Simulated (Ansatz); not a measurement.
Run this with the Ansatz DFT code, driven from Python and show what comes out.

Script `md_kcl.py`:
```python
# -*- coding: utf-8 -*-
'''Born-Oppenheimer dynamics of KCl.'''

import json

import ansatz
from ase import Atoms
from ase.neighborlist import neighbor_list
import numpy as np

structure = (
    ansatz.Lattice.cubic(3.839196)
    .space_group(221)
    .atom('K', [0.0, 0.0, 0.0])
    .atom('Cl', [0.5, 0.5, 0.5])
)

# a small cell and a short run: a test of the set-up, no statistics
model = (
    structure.supercell(2, 2, 1).calculation()
    .functional('LDA')
    .occupations('Fermi-Dirac', width=0.1)
    .pseudopotentials('paw')
    .kpoints(1, 1, 2)
    .md('npt_langevin', timestep=2.0, steps=12, temperature=2000, friction=0.005, pressure=0, initial_velocities='maxwell_boltzmann', seed=395)
)
result = model.run(threads=1, pin='off', events_out='stream.ndjson')
with open('stream.ndjson') as stream:
    events = [json.loads(line) for line in stream]
steps = [e['data'] for e in events if e['event'] == 'md_step']
data = result.report

print(' step   t (fs)     E_pot (eV)   E_kin (eV)    T (K)   P (GPa)')
for s in steps[::1]:
    print(f'{s["step"]:5d} {s["time_fs"]:8.1f} {s["lagrangian_ev"]:14.4f} {s["e_kin_ev"]:12.4f} {s["temperature_k"]:8.1f} {s["instantaneous_pressure_gpa"]:9.3f}')

temperature = np.array([s['temperature_k'] for s in steps])
print(f'mean temperature of the second half {temperature[len(steps) // 2 :].mean():.1f} K')

symbols = [site.symbol for site in result.lattice.sites]
pairs = np.concatenate([neighbor_list('d', Atoms(symbols, positions=s['positions_ang'], cell=result.lattice.cell_ang, pbc=True), 4.5) for s in steps[len(steps) // 2 :]])
counts, edges = np.histogram(pairs, bins=np.arange(0.5, 4.51, 0.25))
for low, count in zip(edges, counts / (len(symbols) * len(steps[len(steps) // 2 :]))):
    print(f'{low:4.2f}-{low + 0.25:4.2f} A  {count:6.2f} neighbours an atom')

kept = np.array([s['conserved_ev'] for s in steps], float)
print(f'conserved energy drifts by {1000 * (kept[-1] - kept[0]) / len(result.lattice.sites):+.3f} meV/atom')
```

```console
$ python md_kcl.py
DeckWarning: md: disabling space-group detection — thermal motion breaks the input geometry's symmetry, so no spatial operation reduces the k-mesh or symmetrises the density; time reversal is kept, so that k and −k are solved as one point where they differ and the mesh holds both, and exact exchange and, on two spinor [...]
DeckWarning: basis.ecutwfc = 420 eV, auto-derived from the records' recommended cutoffs: set by K (normal level)
 step   t (fs)     E_pot (eV)   E_kin (eV)    T (K)   P (GPa)
    0      0.0    -10175.6053       1.8096   1750.0    -0.955
    1      2.0    -10175.6052       1.6373   1583.3    -1.030
    2      4.0    -10175.6052       1.4849   1435.9    -1.084
    3      6.0    -10175.6050       1.4540   1406.1    -1.072
    4      8.0    -10175.6038       1.3876   1341.9    -1.074
    5     10.0    -10175.6021       1.1645   1126.1    -1.142
    6     12.0    -10175.5994       1.5056   1456.0    -0.930
    7     14.0    -10175.5952       1.3838   1338.2    -0.926
    8     16.0    -10175.5894       1.5668   1515.1    -0.765
    9     18.0    -10175.5828       1.7022   1646.1    -0.611
   10     20.0    -10175.5741       1.8289   1768.7    -0.447
   11     22.0    -10175.5634       1.7427   1685.2    -0.374
   12     24.0    -10175.5513       1.6544   1599.9    -0.299
mean temperature of the second half 1572.7 K
0.50-0.75 A    0.00 neighbours an atom
0.75-1.00 A    0.00 neighbours an atom
1.00-1.25 A    0.00 neighbours an atom
1.25-1.50 A    0.00 neighbours an atom
1.50-1.75 A    0.00 neighbours an atom
1.75-2.00 A    0.00 neighbours an atom
2.00-2.25 A    0.00 neighbours an atom
2.25-2.50 A    0.00 neighbours an atom
2.50-2.75 A    0.00 neighbours an atom
2.75-3.00 A    0.18 neighbours an atom
3.00-3.25 A    2.00 neighbours an atom
3.25-3.50 A    4.86 neighbours an atom
3.50-3.75 A    1.36 neighbours an atom
3.75-4.00 A    5.43 neighbours an atom
4.00-4.25 A    0.18 neighbours an atom
4.25-4.50 A    0.00 neighbours an atom
conserved energy drifts by -0.021 meV/atom
```
(Warnings from the package without file and line, shortened.)

What to keep in mind:
- Absolute energies stand on the zero of these potentials, so only differences at equal settings mean something.
- The conserved energy holds the terms of thermostat and barostat.
- Energy and stress may still move on a finer k-point mesh.
- This cell is a computed structure, which may not be the phase found in nature.
- A small cell, a coarse mesh and a very short run: it shows the set-up and gives no equilibrium averages.
- Timing: 12 s on 1 thread of Arm Neoverse V2 (shared host), peak memory 0.48 GiB.

(A comment or docstring line of the script was reworded after the run, the code is as it ran; lines on the test bed's own set-up are left out of the output.)
